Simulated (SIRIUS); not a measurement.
**Si2Mo in SIRIUS: convergence with smearing width**

Input of the first run (smearing width 0.4 eV); the others differ in this setting and in those tied to it:

Contents of sirius.json:

```json
{
  "control": {
    "processing_unit": "cpu",
    "verbosity": 2,
    "num_bands_to_print": 19,
    "print_forces": true,
    "print_stress": true
  },
  "parameters": {
    "electronic_structure_method": "pseudopotential",
    "xc_functionals": ["XC_LDA_X", "XC_LDA_C_PW"],
    "gk_cutoff": 9.0,
    "pw_cutoff": 18.0,
    "ngridk": [6, 6, 6],
    "shiftk": [0, 0, 0],
    "smearing": "fermi_dirac",
    "smearing_width": 0.0146997289,
    "num_bands": 19,
    "num_mag_dims": 0,
    "num_dft_iter": 100,
    "energy_tol": 1e-08,
    "density_tol": 1e-06
  },
  "iterative_solver": {
    "type": "davidson",
    "min_tolerance": 1e-10
  },
  "mixer": {
    "type": "anderson",
    "beta": 0.7,
    "max_history": 8
  },
  "settings": {
    "tol_ne": 1e-10
  },
  "unit_cell": {
    "lattice_vectors": [
      [-0.352789122098, 0.352789122098, 0.866648527754],
      [0.352789122098, -0.352789122098, 0.866648527754],
      [0.352789122098, 0.352789122098, -0.866648527754]
    ],
    "lattice_vectors_scale": 8.5704507594,
    "atom_coordinate_units": "lattice",
    "atom_types": ["Mo", "Si"],
    "atom_files": {
      "Mo": "Mo.json",
      "Si": "Si.json"
    },
    "atoms": {
      "Mo": [
        [0.0, 0.0, 0.0]
      ],
      "Si": [
        [0.667, 0.667, 0.0],
        [0.333, 0.333, 0.0]
      ]
    }
  }
}
```

Potentials or basis: PseudoDojo 0.4.1 LDA stringent (scalar relativistic).

Run with:

```sh
$ upf_to_json Mo.upf
$ upf_to_json Si.upf
$ OMP_NUM_THREADS=1 sirius.scf --input=sirius.json --output=out.json --task=0
```

Hardware: 1 thread of Arm Neoverse V2 (shared host).

Problem. The values tried are 0.4 eV, 0.3 eV, 0.2 eV, 0.136 eV, 0.1 eV, 0.05 eV, 0.025 eV, 0.01 eV, loosest first. From which on does the largest force stay within 0.005 eV/Å of the tightest run that finished?

Solution. From 0.1 eV on.

| smearing width | energy less the tightest run, at zero smearing (meV/atom) | pressure (GPa) | largest force (eV/Å) | SCF cycles | CPU time (s) | peak memory (GiB) |
| --- | --- | --- | --- | --- | --- | --- |
| 0.4 eV | 19.59 | -4.63 | 0.238 | 18 | 77 | 0.44 |
| 0.3 eV | 8.67 | -5.46 | 0.289 | 18 | 78 | 0.44 |
| 0.2 eV | 3.18 | -5.99 | 0.330 | 18 | 77 | 0.44 |
| 0.136 eV | 1.30 | -6.21 | 0.350 | 18 | 75 | 0.44 |
| 0.1 eV | 0.59 | -6.30 | 0.357 | 18 | 73 | 0.44 |
| 0.05 eV | 0.08 | -6.37 | 0.357 | 17 | 70 | 0.44 |
| 0.025 eV | 0.00 | -6.37 | 0.356 | 18 | 72 | 0.44 |
| 0.01 eV | 0.00 | -6.37 | 0.356 | 18 | 73 | 0.44 |

Against the tightest run, the energy stays within 1 meV/atom from 0.1 eV on; the pressure stays within 0.1 GPa from 0.1 eV on. Narrower smearing needs a denser k mesh, so at a fixed mesh the narrowest width isn't the most accurate. The tightest run that finished is the yardstick and may itself not be fully converged.

Caveat, for the tightest run too: the k mesh is coarse (spacing up to 0.46 Å⁻¹), so the values aren't converged.
